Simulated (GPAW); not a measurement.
Write an ASE script for GPAW 26.7.0 that does the following.

```
Task                : single point
Functional          : PBE
Potentials or basis : GPAW PAW data sets (gpaw-data 1.2.1)
Cutoff              : 600 eV
Basis               : pw
k mesh              : 12 × 12 × 12
Occupations         : fermi-dirac, width 0.05 eV
Spin                : no spin polarisation
Maxiter             : 100
```

Crystal: Sr.

```
Sr
1.0
     0.00000    3.04235    3.04235
     3.04235    0.00000    3.04235
     3.04235    3.04235    0.00000
Sr
1
Direct
  0.00000 0.00000 0.00000
```

The input as run:

run.py

```python
from ase import Atoms
from ase.dft.bandgap import bandgap
from ase.io import write
from ase.units import GPa
from gpaw import GPAW, PW

atoms = Atoms(['Sr'],
              cell=[[0.0, 3.04235, 3.04235],
                    [3.04235, 0.0, 3.04235],
                    [3.04235, 3.04235, 0.0]],
              scaled_positions=[[0.0, 0.0, 0.0]],
              pbc=True)

calc = GPAW(mode=PW(600),
            xc='PBE',
            kpts={'size': (12, 12, 12), 'gamma': True},
            occupations={'name': 'fermi-dirac', 'width': 0.05},
            nbands=12,
            convergence={'density': 1e-05, 'energy': 1e-05},
            maxiter=100,
            txt='gpaw.txt')
atoms.calc = calc
energy = atoms.get_potential_energy()
forces = atoms.get_forces()
stress = atoms.get_stress()
calc.write('gs.gpw')
write('result.traj', atoms)
print(f'Energy: {energy:.6f} eV')
print('Forces (eV/A):')
print(forces.round(4))
print('Stress (GPa):', (stress / GPa).round(3))
print('Fermi level:', round(calc.get_fermi_level(), 4), 'eV')
print(f'Gap: {bandgap(calc)[0]:.4f} eV, direct: {bandgap(calc, direct=True)[0]:.4f} eV')
```

Potentials or basis: GPAW PAW data sets (gpaw-data 1.2.1), pw.

Run with:

```console
$ OMP_NUM_THREADS=1 python run.py
```

It gave:

The pressure is -0.3 GPa and the band gap on the k mesh is none (metal or under the smearing width).

It took 23 s on 1 thread of Arm Neoverse V1, with other jobs on the host, peak memory 0.18 GiB.
